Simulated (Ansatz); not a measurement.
Li2O (anti-fluorite)

```yaml
crystal:
  lattice:
    - [0.00000, 2.28637, 2.28637]
    - [2.28637, 0.00000, 2.28637]
    - [2.28637, 2.28637, 0.00000]
  atoms:
    - { symbol: O, position: [0.00000, 0.00000, 0.00000] }
    - { symbol: Li, position: [0.25000, 0.25000, 0.25000] }
    - { symbol: Li, position: [0.75000, 0.75000, 0.75000] }
```

Computed with r2SCAN (plane waves to 500 eV, PAW, scalar-relativistic; Ansatz, a program for electronic structure). DFPT wavenumbers on a 10×10×10 k mesh, in cm⁻¹; i marks imaginary ones, q is in fractions of the reciprocal vectors of the cell shown, and the three acoustic modes at Γ are left out. The non-analytic (LO-TO) term is not included, so polar modes at Γ have their transverse values. Li2O was relaxed with its symmetry unable to fall.

Is the structure dynamically stable at Γ, L = (0.5, 0.0, 0.0), X = (0.5, 0.5, 0.0)?

No imaginary mode at these points (lowest 247 cm⁻¹ at X = (0.5, 0.5, 0.0)); other wave vectors were not tested.

List the wavenumbers at Γ, L = (0.5, 0.0, 0.0), X = (0.5, 0.5, 0.0), with degeneracies.


```json
[
 {"q": "Γ", "wavenumbers (cm⁻¹)": "459 (×3), 546 (×3)"},
 {"q": "L = (0.5, 0.0, 0.0)", "wavenumbers (cm⁻¹)": "287 (×2), 420, 466 (×2), 487 (×2), 585, 586"},
 {"q": "X = (0.5, 0.5, 0.0)", "wavenumbers (cm⁻¹)": "247, 291 (×2), 379 (×2), 482, 602 (×2), 745"}
]
```
